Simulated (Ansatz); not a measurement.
The system is GaSb.

```xyz
2
Lattice="-1.5559 2.6750 2.8933 1.5559 -2.6750 2.8933 1.5559 2.6750 -2.8933" Properties=species:S:1:pos:R:3 pbc="T T T"
Sb    0.0000    0.0000    2.8933
Ga    0.0000    0.0000    0.0000
```

Measurements of this composition are mostly on another form, of space group No. 216.

- Program: Ansatz 0.2.0
- Task: relaxation of cell and atoms
- Functional: HSE06
- Potentials or basis: Ansatz PAW
- Cutoff: 420 eV (not typed: the program's choice for these potentials)
- k mesh: 5 × 5 × 5
- Occupations: fermi-dirac, width 0.05 eV
- Spin: no spin polarisation

At the start: volume 24.08 Å³/atom.

Question: Where does the relaxation end?

Answer: It ends after 7 steps and the volume is 23.04 Å³/atom (-4.3 %); space group Immm (No. 71, to 0.05 Å).

Step by step:
```tsv
step	energy change (eV)	largest force (eV/Å)	volume (Å³)
1	0.0000	0.0000	48.17
2	-0.0580	0.0000	45.99
3	-0.1359	0.0000	45.40
4	-0.1468	0.0000	46.25
5	-0.1476	0.0000	46.13
6	-0.1477	0.0000	46.08
7	-0.1468	0.0000	46.08
```

Final structure:
```
CELL_PARAMETERS angstrom
-1.68701 2.40832 2.83539
1.68701 -2.40832 2.83539
1.68701 2.40832 -2.83539
ATOMIC_POSITIONS crystal
Sb 0.50000 0.50000 0.00000
Ga 0.00000 0.00000 0.00000
```

Caveat: the k mesh is coarse (spacing up to 0.47 Å⁻¹), so the values aren't converged, least of all with exact exchange; the plane-wave basis is chosen anew once the cell has moved, so the energies of steps on either side of that aren't comparable; the PAW data sets come from PBE, with cores solved anew for the run's functional, which leaves a small shift of forces and pressure.
